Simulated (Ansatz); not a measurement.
Bands of ZrC

```
Zr C
1.0
     0.00000    2.35021    2.35021
     2.35021    0.00000    2.35021
     2.35021    2.35021    0.00000
Zr C
1 1
Cartesian
  2.3502 2.3502 2.3502
  0.0000 0.0000 0.0000
```

Atom numbers follow the list: Zr1, C2.

Conventional cell: a = 4.700 Å, b = 4.700 Å, c = 4.700 Å, α = 90.00°, β = 90.00°, γ = 90.00°. Zr (atom 1) has 6 C at 2.35 Å as nearest neighbours. Around C (atom 2) lie 6 Zr at 2.35 Å.

The structure is an experimental refinement, used without relaxation.

Level of theory: DFT, PBE, all-electron LAPW, scalar-relativistic (Ansatz 0.2.0).

Settings: a Γ-centred 15×15×15 k mesh, Fermi–Dirac smearing of 0.05 eV, basis error target 0.5 meV/atom, no spin polarisation.

Points in fractions of the reciprocal vectors of this cell: Γ (0, 0, 0), X (0.5, 0, 0.5), U (0.625, 0.25, 0.625), K (0.375, 0.375, 0.75), L (0.5, 0.5, 0.5), W (0.5, 0.25, 0.75). The path joins them by straight lines in the order Γ–X–U–K–Γ–L–W–X; legs that retrace an earlier one aren't tabulated. Energies are in eV from the Fermi level.

List the levels at L between -14 and 1 eV.

-8.22, -5.29, -2.92 (×2).

List the levels at X between -14 and 1 eV.

-10.13, -2.05, -1.75, 0.07 (×2).

List the levels at K between -14 and 1 eV.

-9.51, -3.03, -2.27, -1.56.

What is the band gap?

none: bands cross the Fermi level, a metal.
